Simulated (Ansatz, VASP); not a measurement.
Two plane-wave programs on Al

```
CELL_PARAMETERS angstrom
0.00000 2.02481 2.02481
2.02481 0.00000 2.02481
2.02481 2.02481 0.00000
ATOMIC_POSITIONS crystal
Al 0.00000 0.00000 0.00000
```

Alike in both runs: functional PBEsol0; k mesh 6 × 6 × 6; occupations fermi-dirac, width 0.05 eV; no spin polarisation.

|  | VASP | Ansatz |
| --- | --- | --- |
| version | VASP 6.6.1 | Ansatz 0.2.0 |
| potentials or method | VASP PAW PBE potentials, release 64 (Al) | Ansatz PAW |
| plane-wave cutoff (eV) | 520 | 420 |
| valence electrons in the cell | 3 | 3 |
| task | band structure | single point |

```csv
,VASP,Ansatz,Ansatz less VASP
gap on the k mesh at the Fermi level (eV),none,none,-
pressure (GPa),-2.1,-2.1,-0.04
```

A gap of «none» marks a metal or a gap that the smearing closes.

Caveats: the k mesh is coarse (spacing up to 0.45 Å⁻¹), so the values aren't converged, least of all with exact exchange; an unscreened hybrid on a path of extra k points without a Coulomb cutoff has errors near the mesh points, so the bands along the path aren't reliable (VASP); the PAW data sets were made with another functional, which shifts forces and pressure a little (VASP); the PAW data sets come from PBE, with cores solved anew for the run's functional, which leaves a small shift of forces and pressure (Ansatz); the thresholds are loose for stress (Ansatz).
